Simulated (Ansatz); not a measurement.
Consider the ligand exchange at the Si–O bond: `N=C(N)O[SiH3]` + `CO[SiH2]S` → `CO[SiH2]S[SiH3]` + `N=C(N)O`.

Isolated molecules relaxed with PBE0-D4/def2-TZVP in Ansatz; ΔE leaves out vibrations. CBS: MP2 limit from def2 TZ/QZ plus the TZ coupled-cluster correction, frozen cores. This one scheme is used for every species. DFT in def2-TZVPP. HSE06 is defined as in plane-wave codes. One conformer a species, not always the lowest.

`N=C(N)O[SiH3]`:

Cartesian coordinates in Å:
```
N 0.496 -0.831 -1.334
C 0.118 0.273 -0.840
N 0.024 1.405 -1.593
O -0.212 0.541 0.450
Si -0.132 -0.578 1.679
H 0.577 -1.575 -0.650
H -0.567 2.139 -1.245
H 0.046 1.264 -2.587
H -1.029 -1.726 1.397
H 1.259 -1.070 1.843
H -0.580 0.158 2.880
```

`CO[SiH2]S`:

Cartesian coordinates in Å:
```
C -1.141 -1.190 0.312
O -0.638 0.128 0.354
Si 0.920 0.489 -0.004
S 1.163 2.592 -0.111
H -2.226 -1.143 0.417
H -0.905 -1.683 -0.638
H -0.738 -1.796 1.130
H 1.276 -0.165 -1.291
H 1.851 0.047 1.066
H 0.439 2.721 -1.236
```

`CO[SiH2]S[SiH3]`:

Z-matrix (Å, degrees):
```
C
O 1 1.410
H 1 1.091 2 108.1
H 1 1.095 2 111.1 3 119.3
H 1 1.096 2 111.4 3 -119.3
Si 2 1.633 1 123.9 3 178.0
S 6 2.139 2 112.6 1 59.0
H 6 1.477 2 105.7 1 177.4
H 6 1.490 2 110.6 1 -60.8
Si 7 2.136 6 97.7 2 -101.1
H 10 1.484 7 111.4 6 -68.5
H 10 1.483 7 106.3 6 172.0
H 10 1.486 7 111.0 6 52.9
```

`N=C(N)O`:

Z-matrix (Å, degrees):
```
C
N 1 1.363
O 1 1.359 2 109.6
N 1 1.268 2 122.3 3 178.4
H 2 1.004 1 117.1 3 24.2
H 2 1.004 1 114.8 3 167.0
H 3 0.961 1 108.5 2 -180.0
H 4 1.014 1 112.8 2 -175.5
```

```tsv
level	ΔE (kJ/mol)
r2SCANh-D4	7.7
HSE06	3.5
RPA@PBE/def2-TZVPP	18.6
HF/def2-TZVPP	28.7
CCSD(T)/def2-TZVPP	14.7
MP2/def2-QZVPP	9.6
SCS-MP2/def2-QZVPP	15.5
CCSD/CBS(def2)	14.1
```

(1) What does CCSD(T)/CBS give? (Best estimate.)

Largest T1 diagnostic among the species: 0.013.

Answers

(1) The calculation gave: +11.3 kJ/mol. The listed levels differ from it by -3.6, -7.8, 7.3, 17.4, 3.4, -1.7, 4.2, 2.8 kJ/mol.

In def2-TZVPP, CCSD(T) changes the Hartree–Fock value by −14.0 kJ/mol (the triples alone add −2.8 kJ/mol) and MP2 by −17.7 kJ/mol. Leaving LDA and LC-ωPBE aside and taking each functional with its dispersion term where it has one, the values, not all of them listed here, spread over 21.2 kJ/mol, from revPBE-D4 to CAM-B3LYP-D4. The D4 term adds −6.0 kJ/mol with B3LYP and −3.4 kJ/mol with PBE0; it sums over pairs of atoms, weighted by their polarisabilities, and B3LYP, whose exchange is more repulsive, gets the larger term.

B3LYP here is the variant with VWN-RPA as its local correlation; programs differ in this.

CCSD(T)/CBS has its own doubt, a few kJ/mol and more with outer-core shells, so smaller differences from it don't rank the levels.
